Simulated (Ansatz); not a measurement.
## Structure relaxation of ZrB2

Level of theory: DFT PBE, scalar-relativistic, plane waves, PAW in Ansatz. Cutoff 420 eV, Γ-centred k mesh, Gaussian smearing, no spin polarisation in the final step.

The start puts ZrB2 on the fluorite structure type (Fm-3m, No. 225), with Zr in place of Ca, B in place of F, at a guessed volume.

```xyz
3
Lattice="0.0000 2.4818 2.4818 2.4818 0.0000 2.4818 2.4818 2.4818 0.0000" Properties=species:S:1:pos:R:3 pbc="T T T"
Zr    0.0000    0.0000    0.0000
B     1.2409    1.2409    1.2409
B     3.7226    3.7226    3.7226
```

Cell and atoms relax at zero pressure; the relaxation can't lower the symmetry of the start. After a coarse first stage the cell is made exact in the group found at 0.06 Å.

Formation energies are uncorrected and refer to the elements' standard structures at the same level.

(1) Which crystal results?

(2) What are its volume, energy, density and gap?

## Answers

(1) It keeps Fm-3m (No. 225). The result has the fluorite structure. Conventional cell: a = 5.486 Å. Zr has 8 B at 2.38 Å; B is coordinated by 4 Zr at 2.38 Å and 6 B at 2.74 Å.

```xyz
3
Lattice="0.0000 2.7430 2.7430 2.7430 0.0000 2.7430 2.7430 2.7430 0.0000" Properties=species:S:1:pos:R:3 pbc="T T T"
Zr    0.0000    0.0000    0.0000
B     1.3715    1.3715    1.3715
B     4.1144    4.1144    4.1144
```

(2) The volume per atom is 13.76 Å³. The density is 4.54 g/cm³. The energy over the elements is 0.78 eV/atom and the gap on the 14×14×14 mesh is 0 eV (a metal).

The final run used a 14×14×14 mesh on its 3-atom cell and 0.10 eV smearing. For metals, differences of a few meV/atom aren't resolved. Symmetry constrained the relaxation, so the result can be a saddle point. The steps took about 40 core-seconds in all.